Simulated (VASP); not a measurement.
Here is a VASP 6.6.1 calculation.

Contents of POSCAR:

```
Pd
1.0
    2.5877093125      0.0000000000      0.0000000000
    0.0000000000      2.5877093125      0.0000000000
    0.0000000000      0.0000000000      2.5877093125
Pd
1
Direct
    0.0000000000      0.0000000000      0.0000000000
```

Contents of INCAR.step1:

```
PREC = Accurate
ENCUT = 520
ISMEAR = 0
SIGMA = 0.1
LREAL = False
LASPH = True
NELM = 100
NBANDS = 11
GGA = PE
ALGO = Normal
EDIFF = 1E-4
LWAVE = True
LCHARG = False
```

File INCAR.step2:

```
PREC = Accurate
ENCUT = 520
EDIFF = 1E-6
ISMEAR = 0
SIGMA = 0.1
LREAL = False
LASPH = True
NELM = 100
ALGO = Normal
ISIF = 2
LWAVE = False
LCHARG = False
METAGGA = R2SCAN
LMIXTAU = True
NBANDS = 11
ISTART = 1
```

KPOINTS

```
regular mesh
0
Gamma
  22 22 22
```

Potentials or basis: VASP PAW PBE potentials, release 64 (Pd).

Command:

```console
$ cat potpaw_PBE.64/Pd/POTCAR > POTCAR
$ cp INCAR.step1 INCAR
$ mpirun -np 1 vasp_std > vasp.out
$ cp INCAR.step2 INCAR
$ mpirun -np 1 vasp_std > vasp.out
```

**Question.** Predict the band gap on the k mesh.

**Answer.** None (metal or under the smearing width).

**Question.** What does it give for the pressure?

**Answer.** 0.5 GPa.

Caveat: the PAW data sets were made with another functional, which shifts forces and pressure a little.
